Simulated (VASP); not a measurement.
# SnO in VASP 6.6.1, relaxation

INCAR

```
EDIFF = 1E-7
ENCUT = 600
SIGMA = 0.02
NBANDS = 17
LREAL = .TRUE.
EDIFFG = -5E-3
LASPH = .TRUE.
LCHARG = .FALSE.
ISMEAR = -1
NELM = 90
PREC = Accurate
GGA = CA
NSW = 40
IBRION = 2
LWAVE = .FALSE.
ISIF = 3
```

KPOINTS

```
KPOINTS created by Atomic Simulation Environment
0
Gamma
8 8 8
0 0 0
```

POSCAR

```
Sn O
 1.0000000000000000
    -0.0000000000000000    2.7385992836239024    2.7385992836239024
     2.7385992836239024    0.0000000000000000    2.7385992836239024
     2.7385992836239024    2.7385992836239024    0.0000000000000000
 Sn  O
   1   1
Cartesian
  0.0000000000000000  0.0000000000000000  0.0000000000000000
  1.3692996418119512  1.3692996418119512  1.3692996418119512
```

The recommended LDA PAW datasets give the neutral cell 20 valence electrons.

Command

```
mpirun -np 1 vasp_std
```

OSZICAR

```
N       E                     dE             d eps       ncg     rms          rms(c)
DAV:   1     0.157815020656E+03    0.15782E+03   -0.11235E+04  1002   0.179E+03
DAV:   2     0.317380773407E+01   -0.15464E+03   -0.14779E+03  1090   0.403E+02
DAV:   3    -0.134363241090E+02   -0.16610E+02   -0.16510E+02  1121   0.115E+02
DAV:   4    -0.138533052682E+02   -0.41698E+00   -0.41671E+00  1194   0.196E+01
DAV:   5    -0.138643973690E+02   -0.11092E-01   -0.11091E-01  1374   0.309E+00    0.846E+00
DAV:   6    -0.121127477665E+02    0.17516E+01   -0.14138E+01  1464   0.441E+01    0.563E+00
DAV:   7    -0.117825687930E+02    0.33018E+00   -0.30502E+00  1212   0.908E+00    0.137E+00
DAV:   8    -0.117392860910E+02    0.43283E-01   -0.18113E-01  1032   0.310E+00    0.446E-01
DAV:   9    -0.117357756237E+02    0.35105E-02   -0.14263E-02  1381   0.940E-01    0.148E-01
DAV:  10    -0.117359272739E+02   -0.15165E-03   -0.53952E-03  1509   0.519E-01    0.119E-01
...
DAV:   7    -0.117384802065E+02    0.23385E-06   -0.23968E-07  1312   0.800E-03    0.875E-04
DAV:   8    -0.117384801743E+02    0.32198E-07   -0.56378E-08   529   0.301E-03
   8 F= -.11738480E+02 E0= -.11738126E+02  d E =-.338024E-04
       N       E                     dE             d eps       ncg     rms          rms(c)
DAV:   1    -0.117385087633E+02   -0.28557E-04   -0.44738E-04  1251   0.348E-01    0.329E-02
DAV:   2    -0.117384895473E+02    0.19216E-04   -0.11501E-04  1113   0.950E-02    0.140E-02
DAV:   3    -0.117384848362E+02    0.47112E-05   -0.19812E-05  1510   0.538E-02    0.646E-03
DAV:   4    -0.117384836206E+02    0.12155E-05   -0.33997E-06  1205   0.325E-02    0.104E-03
DAV:   5    -0.117384835760E+02    0.44624E-07   -0.26089E-07  1000   0.565E-03
   9 F= -.11738484E+02 E0= -.11738126E+02  d E =-.372041E-04
```

Standard output (part)

```
POSCAR found type information on POSCAR SnO
 POSCAR found :  2 types and       2 ions
|     You have a (more or less) 'small supercell' and for smaller cells       |
|     it is recommended to use the reciprocal-space projection scheme!        |
|     The real-space optimization is not efficient for small cells and it     |
|     is also less accurate ...                                               |
|     Therefore, set LREAL=.FALSE. in the INCAR file.                         |
|     The real-space projection scheme for the treatment of the non-local     |
|     real-space optimization of all non-local projectors! BE WARNED that     |
|     a calculation using the real-space projection scheme together with      |
|     non-local projectors which were not real-space optimized (according     |
|     to the plane-wave cutoff used in this calculation) might give more      |
|     or less inaccurate results. I hope you know what you are doing.         |
 LDA part: xc-table for (Slater(with rela. corr.)+CA(PZ))
 , standard interpolation
 POSCAR, INCAR and KPOINTS ok, starting setup
 WAVECAR not read
 entering main loop
 curvature:   0.00 expect dE= 0.000E+00 dE for cont linesearch  0.000E+00
 search vector abs. value=  0.556E-01
 bond charge predicted
 ZBRENT: can't locate minimum, use default step
 trial-energy change:    0.026584  1 .order   -0.060780   -0.055595   -0.065964
 bond charge predicted
 curvature:  -3.12 expect dE=-0.456E+01 dE for cont linesearch -0.456E+01
...
```

From OUTCAR

```
k-points           NKPTS =     29   k-points in BZ     NKDIM =     29   number of bands    NBANDS=     17

   NELECT =      20.0000    total number of electrons

   dimension x,y,z NGX =    32 NGY =   32 NGZ =   32
   dimension x,y,z NGXF=    64 NGYF=   64 NGZF=   64

  energy-cutoff  :      600.00
  volume of cell :       37.36
      direct lattice vectors                 reciprocal lattice vectors
     0.000000000  2.653391037  2.653391037    -0.188438113  0.188438113  0.188438113
     2.653391037 -0.000000000  2.653391037     0.188438113 -0.188438113  0.188438113
     2.653391037  2.653391037 -0.000000000     0.188438113  0.188438113 -0.188438113

 k-points in reciprocal lattice and weights: KPOINTS created by Atomic Simulation Env
   0.00000000  0.00000000  0.00000000       0.002
   0.12500000  0.00000000  0.00000000       0.016
   0.25000000  0.00000000  0.00000000       0.016
   0.37500000  0.00000000  0.00000000       0.016
   0.50000000  0.00000000  0.00000000       0.008
   0.12500000  0.12500000  0.00000000       0.012
   0.25000000  0.12500000  0.00000000       0.047
   0.37500000  0.12500000  0.00000000       0.047
   ...

 E-fermi :   6.5324

 k-point     1 :       0.0000    0.0000    0.0000
  band No.  band energies     occupation
      1     -15.1964      2.00000
      2     -15.1964      2.00000
      3     -15.1964      2.00000
      4     -15.1262      2.00000
      5     -15.1262      2.00000
      6     -12.6550      2.00000
      7       0.1940      2.00000
      8       2.5029      2.00000
      9       2.5029      2.00000
     10       2.5029      2.00000
     11      11.0727      0.00000
     12      11.0727      0.00000
     13      11.0727      0.00000
     14      15.9269      0.00000
     15      18.1187      0.00000
     16      18.1187      0.00000
     17      18.1187      0.00000

 k-point     2 :       0.1250    0.0000    0.0000
  band No.  band energies     occupation
      1     -15.2246      2.00000
      2     -15.1903      2.00000
      3     -15.1903      2.00000
      4     -15.1260      2.00000
      5     -15.1260      2.00000
      6     -12.5452      2.00000
      7      -0.2145      2.00000
      8       2.4289      2.00000
      9       2.4289      2.00000
     10       2.8719      2.00000
     11      10.1996      0.00000
     12      11.1561      0.00000
     13      11.1561      0.00000
     14      16.5321      0.00000
     15      17.5106      0.00000
     16      17.5106      0.00000
     17      17.7643      0.00000

 k-point     3 :       0.2500    0.0000    0.0000
  band No.  band energies     occupation
      1     -15.2887      2.00000
      2     -15.1798      2.00000
      3     -15.1798      2.00000
      4     -15.1212      2.00000
      5     -15.1212      2.00000
      6     -12.2707      2.00000
      7      -0.9990      2.00000
      8       2.2595      2.00000
      9       2.2595      2.00000
     10       3.5121      2.00000
     11       8.9736      0.00000
     12      11.2666      0.00000
     13      11.2666      0.00000
     14      15.7356      0.00000
     15      17.1464      0.00000
     16      17.1464      0.00000
     17      19.5207      0.00000

 ...

  Total       -0.0049154     -0.0049154     -0.0049154     -0.0000000     -0.0000000     -0.0000000
  in kB       -0.2107845     -0.2107845     -0.2107845     -0.0000000     -0.0000000     -0.0000000
  external PRESSURE =      -0.2107845 kB  Pullay stress =       0.0000000 kB

 POSITION                                       TOTAL-FORCE (eV/Angst)
 -----------------------------------------------------------------------------------
      0.00000      0.00000      0.00000        -0.000000     -0.000000     -0.000000
      1.32670      1.32670      1.32670         0.000000      0.000000      0.000000
 -----------------------------------------------------------------------------------
    total drift:                               -0.000000     -0.000000     -0.000000

  FREE ENERGIE OF THE ION-ELECTRON SYSTEM (eV)
  ---------------------------------------------------
  free  energy   TOTEN  =       -11.7384835760 eV

  energy  without entropy=      -11.7377688452  energy(sigma->0) =      -11.73812621
```

```csv
ionic step,ΔE (meV/atom),volume (Å³),largest force (eV/Å),pressure (GPa),electronic steps
1,0.0,41.08,0.000,-3.42,15
2,13.3,38.53,0.000,-4.32,10
3,92.1,31.51,0.000,22.82,11
4,-1.0,37.14,0.000,1.02,11
5,-1.4,37.39,0.000,-0.23,8
6,-1.4,37.32,0.000,0.28,7
7,-1.1,37.51,0.000,-1.00,8
8,-1.4,37.35,0.000,0.08,8
9,-1.4,37.36,0.000,-0.02,5
```

It converged. Results: relaxed cell vector lengths 3.752, 3.752, 3.752 Å; relaxed cell volume 37.36 Å³.

These settings aren't sound, so the numbers aren't properties of the crystal.

On sound settings the LDA relaxation ends at 37.57 Å³.

The run took about 76 s on one core of a shared host (Intel Xeon 6975P-C) and held 0.18 GiB at most.
